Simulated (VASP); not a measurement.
# BaS in VASP: relaxing the cell with several functionals

Where does BaS (zincblende) come to rest with PBE, PBEsol and LDA? The results are then set beside those of Ansatz 0.2.0 from the same starts. This is a trial cell built on a prototype, not taken from a measured structure, and it needn't be the compound's ground state.

The runs shown are made with VASP 6.6.1. PAW datasets, plane waves, zero pressure. These are computed values for a spin-unpolarised cell that may be hypothetical; none is a measurement.

## (1) The structure to begin with

The symmetry is F-43m (No. 216, cubic); conventional cell a = 7.039 Å, 43.59 Å³ an atom. Near Ba stand 4 S at 3.05 Å; near S stand 4 Ba at 3.05 Å.

As a file:

```cif
data_structure
_symmetry_space_group_name_H-M 'F-43m'
_symmetry_Int_Tables_number 216
_cell_length_a 7.0388
_cell_length_b 7.0388
_cell_length_c 7.0388
_cell_angle_alpha 90.000
_cell_angle_beta 90.000
_cell_angle_gamma 90.000
_cell_volume 348.74
loop_
_atom_site_label
_atom_site_type_symbol
_atom_site_symmetry_multiplicity
_atom_site_Wyckoff_symbol
_atom_site_fract_x
_atom_site_fract_y
_atom_site_fract_z
_atom_site_occupancy
Ba1 Ba 4 a 0.00000 0.00000 0.00000 1
S1 S 4 d 0.25000 0.25000 0.75000 1
```

## (2) Relaxing with PBE

INCAR

```
ENCUT = 600.000000
SIGMA = 0.020000
EDIFF = 1.00e-07
EDIFFG = -5.00e-03
GGA = PE
PREC = Accurate
IBRION = 2
ISIF = 3
ISMEAR = -1
NBANDS = 15
NELM = 120
NSW = 40
LASPH = .TRUE.
LCHARG = .FALSE.
LWAVE = .FALSE.
LREAL = .FALSE.
```

KPOINTS

```
KPOINTS created by Atomic Simulation Environment
0
Gamma
6 6 6
0 0 0
```

POSCAR

```
Ba S
 1.0000000000000000
     0.0000000000000000    3.5194117709000001    3.5194117709000001
     3.5194117709000001    0.0000000000000000    3.5194117709000001
     3.5194117709000001    3.5194117709000001    0.0000000000000000
 Ba  S
   1   1
Cartesian
  0.0000000000000000  0.0000000000000000  0.0000000000000000
  1.7597058854500001  1.7597058854500001  1.7597058854500001
```

Potentials: the recommended PBE PAW datasets, 16 valence electrons in the neutral cell.

Run with:

```sh
mpirun -np 1 vasp_std
```

Printed to the terminal (iteration lines stand in OSZICAR):

```text
POSCAR found type information on POSCAR BaS
 POSCAR found :  2 types and       2 ions
 LDA part: xc-table for (Slater+PW92), standard interpolation
 POSCAR, INCAR and KPOINTS ok, starting setup
 FFT: planning ... GRIDC
 FFT: planning ... GRID_SOFT
 FFT: planning ... GRID
 WAVECAR not read
 entering main loop
 curvature:   0.00 expect dE= 0.000E+00 dE for cont linesearch  0.000E+00
 search vector abs. value=  0.333E-02
 bond charge predicted
 trial-energy change:   -0.001453  1 .order   -0.001478   -0.003325    0.000370
 bond charge predicted
 curvature:  -0.45 expect dE=-0.918E-09 dE for cont linesearch -0.918E-09
 trial: gam=-0.00078 g(F)=  0.236E-50 g(S)=  0.204E-08 ort = 0.261E-05 (trialstep = 0.979E+00)
 search vector abs. value=  0.100E-09
 reached required accuracy - stopping structural energy minimisation
```

OSZICAR:

```text
N       E                     dE             d eps       ncg     rms          rms(c)
DAV:   1     0.976814108166E+02    0.97681E+02   -0.69193E+03   480   0.998E+02
DAV:   2    -0.285479327982E+01   -0.10054E+03   -0.91310E+02   651   0.168E+02
DAV:   3    -0.104905048023E+02   -0.76357E+01   -0.75612E+01   669   0.515E+01
DAV:   4    -0.107221564111E+02   -0.23165E+00   -0.23159E+00   676   0.873E+00
DAV:   5    -0.107237013355E+02   -0.15449E-02   -0.15449E-02   669   0.685E-01    0.510E+00
DAV:   6    -0.974576408584E+01    0.97794E+00   -0.13550E+00   529   0.626E+00    0.346E+00
DAV:   7    -0.970734984402E+01    0.38414E-01   -0.39325E-01   571   0.303E+00    0.252E+00
DAV:   8    -0.971845332697E+01   -0.11103E-01   -0.37844E-02   543   0.122E+00    0.794E-01
DAV:   9    -0.972955698251E+01   -0.11104E-01   -0.16919E-02   494   0.889E-01    0.378E-01
DAV:  10    -0.973281486342E+01   -0.32579E-02   -0.13038E-03   550   0.209E-01    0.129E-01
DAV:  11    -0.973418586908E+01   -0.13710E-02   -0.19371E-03   494   0.221E-01    0.316E-02
DAV:  12    -0.973422274929E+01   -0.36880E-04   -0.11382E-04   692   0.506E-02    0.379E-02
DAV:  13    -0.973424414895E+01   -0.21400E-04   -0.38822E-05   515   0.372E-02    0.101E-02
DAV:  14    -0.973424399959E+01    0.14937E-06   -0.59851E-07   669   0.505E-03    0.383E-03
DAV:  15    -0.973424374440E+01    0.25519E-06   -0.41938E-07   543   0.404E-03    0.540E-04
DAV:  16    -0.973424378628E+01   -0.41877E-07   -0.40680E-08   499   0.136E-03
   1 F= -.97342438E+01 E0= -.97342438E+01  d E =-.973424E+01
       N       E                     dE             d eps       ncg     rms          rms(c)
DAV:   1    -0.975483184535E+01   -0.20588E-01   -0.45894E-01   620   0.443E+00    0.830E-01
DAV:   2    -0.973972118136E+01    0.15111E-01   -0.30045E-02   557   0.109E+00    0.308E-01
DAV:   3    -0.973570387086E+01    0.40173E-02   -0.90313E-03   687   0.595E-01    0.159E-01
DAV:   4    -0.973563976864E+01    0.64102E-04   -0.82330E-04   776   0.173E-01    0.103E-01
DAV:   5    -0.973568894170E+01   -0.49173E-04   -0.15804E-04   734   0.719E-02    0.449E-02
DAV:   6    -0.973569502325E+01   -0.60815E-05   -0.17414E-05   689   0.241E-02    0.309E-03
DAV:   7    -0.973569609557E+01   -0.10723E-05   -0.12377E-06   553   0.629E-03    0.161E-03
DAV:   8    -0.973569629781E+01   -0.20224E-06   -0.46907E-07   501   0.562E-03    0.890E-04
DAV:   9    -0.973569634078E+01   -0.42970E-07   -0.21650E-08   478   0.950E-04
   2 F= -.97356963E+01 E0= -.97356963E+01  d E =-.145255E-02
       N       E                     dE             d eps       ncg     rms          rms(c)
DAV:   1    -0.973592251249E+01   -0.22621E-03   -0.49738E-03   620   0.462E-01    0.876E-02
DAV:   2    -0.973575481306E+01    0.16770E-03   -0.31908E-04   543   0.113E-01    0.320E-02
DAV:   3    -0.973571195109E+01    0.42862E-04   -0.97284E-05   687   0.617E-02    0.173E-02
DAV:   4    -0.973571280163E+01   -0.85054E-06   -0.85693E-06   769   0.178E-02    0.111E-02
DAV:   5    -0.973571502193E+01   -0.22203E-05   -0.18035E-06   734   0.771E-03    0.472E-03
DAV:   6    -0.973571604845E+01   -0.10265E-05   -0.17684E-07   585   0.250E-03    0.309E-04
DAV:   7    -0.973571601440E+01    0.34053E-07   -0.17029E-08   247   0.791E-04
   3 F= -.97357160E+01 E0= -.97357160E+01  d E =-.147223E-02
```

From OUTCAR:

```text
k-points           NKPTS =     16   k-points in BZ     NKDIM =     16   number of bands    NBANDS=     15

   NELECT =      16.0000    total number of electrons

   dimension x,y,z NGX =    40 NGY =   40 NGZ =   40
   dimension x,y,z NGXF=    80 NGYF=   80 NGZF=   80

  energy-cutoff  :      600.00
  volume of cell :       88.40
      direct lattice vectors                 reciprocal lattice vectors
     0.000000000  3.535719855  3.535719855    -0.141413919  0.141413919  0.141413919
     3.535719855  0.000000000  3.535719855     0.141413919 -0.141413919  0.141413919
     3.535719855  3.535719855 -0.000000000     0.141413919  0.141413919 -0.141413919

 k-points in reciprocal lattice and weights: KPOINTS created by Atomic Simulation Env
   0.00000000  0.00000000  0.00000000       0.005
   0.16666667  0.00000000  0.00000000       0.037
   0.33333333  0.00000000  0.00000000       0.037
   0.50000000  0.00000000  0.00000000       0.019
   0.16666667  0.16666667  0.00000000       0.028
   0.33333333  0.16666667  0.00000000       0.111
   0.50000000  0.16666667  0.00000000       0.111
  -0.33333333  0.16666667  0.00000000       0.111
[... 8 more k-points ...]

 E-fermi :   0.2320

 k-point     1 :       0.0000    0.0000    0.0000
  band No.  band energies     occupation
      1     -26.3651      2.00000
      2     -11.5429      2.00000
      3     -11.5429      2.00000
      4     -11.5429      2.00000
      5     -10.1187      2.00000
      6      -0.8831      2.00000
      7      -0.8831      2.00000
      8      -0.8831      2.00000
      9       2.5114      0.00000
     10       4.7956      0.00000
     11       4.7956      0.00000
     12       6.6850      0.00000
     13       6.6850      0.00000
     14       6.6850      0.00000
     15       9.6525      0.00000

 k-point     2 :       0.1667    0.0000    0.0000
  band No.  band energies     occupation
      1     -26.3617      2.00000
      2     -11.7289      2.00000
      3     -11.5522      2.00000
      4     -11.5522      2.00000
      5      -9.9254      2.00000
      6      -0.9522      2.00000
      7      -0.8160      2.00000
      8      -0.8160      2.00000
      9       3.0804      0.00000
     10       4.6176      0.00000
     11       4.6176      0.00000
     12       6.3789      0.00000
     13       7.0308      0.00000
     14       7.0308      0.00000
     15       8.2665      0.00000

 k-point     3 :       0.3333    0.0000    0.0000
  band No.  band energies     occupation
      1     -26.3550      2.00000
      2     -12.0095      2.00000
      3     -11.5706      2.00000
      4     -11.5706      2.00000
      5      -9.6373      2.00000
      6      -0.9174      2.00000
      7      -0.6910      2.00000
      8      -0.6910      2.00000
      9       3.9815      0.00000
     10       4.6619      0.00000
     11       4.6619      0.00000
     12       5.7368      0.00000
     13       6.7417      0.00000
     14       6.7417      0.00000
     15       7.3288      0.00000

 k-point     4 :       0.5000    0.0000    0.0000
  band No.  band energies     occupation
      1     -26.3516      2.00000
      2     -12.1247      2.00000
      3     -11.5797      2.00000
      4     -11.5797      2.00000
      5      -9.5222      2.00000
      6      -0.8208      2.00000
      7      -0.6343      2.00000
      8      -0.6343      2.00000
      9       4.1896      0.00000
     10       4.9840      0.00000
     11       4.9840      0.00000
     12       5.1714      0.00000
     13       6.0990      0.00000
     14       6.0990      0.00000
     15       8.2241      0.00000

[... the tables of k-points 5 to 16 left out ...]

  Total        0.0001680      0.0001680      0.0001680     -0.0000000     -0.0000000     -0.0000000
  in kB        0.0030445      0.0030445      0.0030445     -0.0000000     -0.0000000     -0.0000000
  external PRESSURE =       0.0030445 kB  Pullay stress =       0.0000000 kB

 POSITION                                       TOTAL-FORCE (eV/Angst)
 -----------------------------------------------------------------------------------
      0.00000      0.00000      0.00000         0.000000      0.000000      0.000000
      1.76786      1.76786      1.76786        -0.000000     -0.000000     -0.000000
 -----------------------------------------------------------------------------------
    total drift:                                0.000000      0.000000     -0.000000

  FREE ENERGIE OF THE ION-ELECTRON SYSTEM (eV)
  ---------------------------------------------------
  free  energy   TOTEN  =        -9.7357160144 eV

  energy  without entropy=       -9.7357160144  energy(sigma->0) =       -9.73571601
```

CONTCAR

```
Ba S
   1.00000000000000
     0.0000000000000000    3.5357198548839022    3.5357198548839022
     3.5357198548839022    0.0000000000000000    3.5357198548839022
     3.5357198548839022    3.5357198548839022   -0.0000000000000000
  Ba              S
     1     1
Direct
     0.0000000000000000    0.0000000000000000    0.0000000000000000
     0.2500000000000000    0.2500000000000000    0.2500000000000000

  0.00000000E+00  0.00000000E+00  0.00000000E+00
  0.00000000E+00  0.00000000E+00  0.00000000E+00
```

Hardware: 1 MPI rank of Intel Xeon 6975P-C, shared host.

Ionic steps:

```csv
step,energy change (meV/atom),largest force (eV/Å),pressure (GPa),volume (Å³/atom)
1,0.0,0.0000,0.39,43.592
2,-0.7,0.0000,-0.04,44.272
3,-0.7,0.0000,0.00,44.201
```

```
                       before   after   change
                a (Å)   7.039   7.071  +0.46 %
     volume (Å³/atom)  43.592  44.201  +1.40 %
shortest distance (Å)   3.048   3.062  +0.46 %
          space group   F-43m   F-43m     same
```

## (3) Relaxation with PBEsol

INCAR: that of step 2 with these lines changed.

```diff
@@ -4,3 +4,3 @@
 EDIFFG = -5.00e-03
-GGA = PE
+GGA = PS
 PREC = Accurate
```

KPOINTS is that of step 2.

POSCAR is that of step 2.

Run with:

```sh
mpirun -np 1 vasp_std
```

The first run moved the cell so far that it was started again from its end, on a fresh basis. The second run's POSCAR:

```
Ba S
 1.0000000000000000
     0.0000000000000000    3.4882704003767979    3.4882704003767979
     3.4882704003767979    0.0000000000000000    3.4882704003767979
     3.4882704003767979    3.4882704003767979    0.0000000000000000
 Ba  S
   1   1
Cartesian
  0.0000000000000000  0.0000000000000000  0.0000000000000000
  1.7441352001883990  1.7441352001883990  1.7441352001883990
```

The files below are the second run's.

Standard output, without the iteration lines:

```text
POSCAR found type information on POSCAR BaS
 POSCAR found :  2 types and       2 ions
 -----------------------------------------------------------------------------
|                                                                             |
|                                                                             |
|     You enforced a specific xc type in the INCAR file but a different       |
|     I HOPE YOU KNOW WHAT YOU ARE DOING!                                     |
|                                                                             |
 -----------------------------------------------------------------------------

 LDA part: xc-table for (Slater+PW92), standard interpolation
 POSCAR, INCAR and KPOINTS ok, starting setup
 FFT: planning ... GRIDC
 FFT: planning ... GRID_SOFT
 FFT: planning ... GRID
 WAVECAR not read
 WARNING: random wavefunctions but no delay for mixing, default for NELMDL
 entering main loop
 curvature:   0.00 expect dE= 0.000E+00 dE for cont linesearch  0.000E+00
 search vector abs. value=  0.436E-09
 reached required accuracy - stopping structural energy minimisation
```

OSZICAR:

```text
N       E                     dE             d eps       ncg     rms          rms(c)
DAV:   1     0.977573252443E+02    0.97757E+02   -0.70359E+03   480   0.100E+03
DAV:   2    -0.354855795156E+01   -0.10131E+03   -0.91566E+02   642   0.169E+02
DAV:   3    -0.108926195641E+02   -0.73441E+01   -0.72814E+01   656   0.507E+01
DAV:   4    -0.110672282826E+02   -0.17461E+00   -0.17455E+00   715   0.748E+00
DAV:   5    -0.110692524283E+02   -0.20241E-02   -0.20241E-02   635   0.691E-01    0.505E+00
DAV:   6    -0.101944027664E+02    0.87485E+00   -0.11826E+00   564   0.588E+00    0.345E+00
DAV:   7    -0.101461050212E+02    0.48298E-01   -0.31732E-01   578   0.269E+00    0.212E+00
DAV:   8    -0.101514609189E+02   -0.53559E-02   -0.40963E-02   571   0.124E+00    0.387E-01
DAV:   9    -0.101560252884E+02   -0.45644E-02   -0.11706E-02   515   0.664E-01    0.309E-01
DAV:  10    -0.101589772992E+02   -0.29520E-02   -0.17703E-03   515   0.229E-01    0.577E-02
DAV:  11    -0.101594719753E+02   -0.49468E-03   -0.89982E-04   543   0.143E-01    0.486E-02
DAV:  12    -0.101595218935E+02   -0.49918E-04   -0.16711E-04   557   0.610E-02    0.313E-02
DAV:  13    -0.101595169832E+02    0.49104E-05   -0.15089E-05   592   0.197E-02    0.117E-02
DAV:  14    -0.101595166932E+02    0.28992E-06   -0.15315E-06   641   0.641E-03    0.194E-03
DAV:  15    -0.101595167220E+02   -0.28779E-07   -0.16883E-07   535   0.234E-03
   1 F= -.10159517E+02 E0= -.10159517E+02  d E =-.101595E+02
```

Parts of OUTCAR:

```text
k-points           NKPTS =     16   k-points in BZ     NKDIM =     16   number of bands    NBANDS=     15

   NELECT =      16.0000    total number of electrons

   dimension x,y,z NGX =    40 NGY =   40 NGZ =   40
   dimension x,y,z NGXF=    80 NGYF=   80 NGZF=   80

  energy-cutoff  :      600.00
  volume of cell :       84.89
      direct lattice vectors                 reciprocal lattice vectors
     0.000000000  3.488270400  3.488270400    -0.143337512  0.143337512  0.143337512
     3.488270400  0.000000000  3.488270400     0.143337512 -0.143337512  0.143337512
     3.488270400  3.488270400  0.000000000     0.143337512  0.143337512 -0.143337512

 k-points in reciprocal lattice and weights: KPOINTS created by Atomic Simulation Env
   0.00000000  0.00000000  0.00000000       0.005
   0.16666667  0.00000000  0.00000000       0.037
   0.33333333  0.00000000  0.00000000       0.037
   0.50000000  0.00000000  0.00000000       0.019
   0.16666667  0.16666667  0.00000000       0.028
   0.33333333  0.16666667  0.00000000       0.111
   0.50000000  0.16666667  0.00000000       0.111
  -0.33333333  0.16666667  0.00000000       0.111
[... 8 more k-points ...]

 E-fermi :   0.3342

 k-point     1 :       0.0000    0.0000    0.0000
  band No.  band energies     occupation
      1     -26.1644      2.00000
      2     -11.3403      2.00000
      3     -11.3403      2.00000
      4     -11.3403      2.00000
      5     -10.0999      2.00000
      6      -0.9045      2.00000
      7      -0.9045      2.00000
      8      -0.9045      2.00000
      9       2.4963      0.00000
     10       4.8658      0.00000
     11       4.8658      0.00000
     12       6.8578      0.00000
     13       6.8578      0.00000
     14       6.8578      0.00000
     15       9.8988      0.00000

 k-point     2 :       0.1667    0.0000    0.0000
  band No.  band energies     occupation
      1     -26.1602      2.00000
      2     -11.5816      2.00000
      3     -11.3516      2.00000
      4     -11.3516      2.00000
      5      -9.8521      2.00000
      6      -0.9766      2.00000
      7      -0.8299      2.00000
      8      -0.8299      2.00000
      9       3.0931      0.00000
     10       4.6697      0.00000
     11       4.6697      0.00000
     12       6.5413      0.00000
     13       7.2708      0.00000
     14       7.2708      0.00000
     15       8.4107      0.00000

 k-point     3 :       0.3333    0.0000    0.0000
  band No.  band energies     occupation
      1     -26.1516      2.00000
      2     -11.9189      2.00000
      3     -11.3738      2.00000
      4     -11.3738      2.00000
      5      -9.5116      2.00000
      6      -0.9219      2.00000
      7      -0.6917      2.00000
      8      -0.6917      2.00000
      9       4.0182      0.00000
     10       4.7159      0.00000
     11       4.7159      0.00000
     12       5.8543      0.00000
     13       6.9712      0.00000
     14       6.9712      0.00000
     15       7.4460      0.00000

 k-point     4 :       0.5000    0.0000    0.0000
  band No.  band energies     occupation
      1     -26.1473      2.00000
      2     -12.0531      2.00000
      3     -11.3847      2.00000
      4     -11.3847      2.00000
      5      -9.3810      2.00000
      6      -0.8023      2.00000
      7      -0.6295      2.00000
      8      -0.6295      2.00000
      9       4.2369      0.00000
     10       5.0650      0.00000
     11       5.0650      0.00000
     12       5.1932      0.00000
     13       6.2616      0.00000
     14       6.2616      0.00000
     15       8.4811      0.00000

[... the tables of k-points 5 to 16 left out ...]

  Total        0.0000681      0.0000681      0.0000681      0.0000000     -0.0000000      0.0000000
  in kB        0.0012860      0.0012860      0.0012860      0.0000000     -0.0000000      0.0000000
  external PRESSURE =       0.0012860 kB  Pullay stress =       0.0000000 kB

 POSITION                                       TOTAL-FORCE (eV/Angst)
 -----------------------------------------------------------------------------------
      0.00000      0.00000      0.00000        -0.000000     -0.000000     -0.000000
      1.74414      1.74414      1.74414         0.000000      0.000000      0.000000
 -----------------------------------------------------------------------------------
    total drift:                                0.000000      0.000000      0.000000

  FREE ENERGIE OF THE ION-ELECTRON SYSTEM (eV)
  ---------------------------------------------------
  free  energy   TOTEN  =       -10.1595167220 eV

  energy  without entropy=      -10.1595167220  energy(sigma->0) =      -10.15951672
```

CONTCAR

```
Ba S
   1.00000000000000
     0.0000000000000000    3.4882704003767979    3.4882704003767979
     3.4882704003767979    0.0000000000000000    3.4882704003767979
     3.4882704003767979    3.4882704003767979    0.0000000000000000
  Ba              S
     1     1
Direct
     0.0000000000000000    0.0000000000000000    0.0000000000000000
     0.2500000000000000    0.2500000000000000    0.2500000000000000

  0.00000000E+00  0.00000000E+00  0.00000000E+00
  0.00000000E+00  0.00000000E+00  0.00000000E+00
```

Hardware: 1 MPI rank of Intel Xeon 6975P-C, shared host.

```
                       before   after   change
                a (Å)   7.039   6.977  -0.88 %
     volume (Å³/atom)  43.592  42.445  -2.63 %
shortest distance (Å)   3.048   3.021  -0.88 %
          space group   F-43m   F-43m     same
```

[end of part 1 of 2]
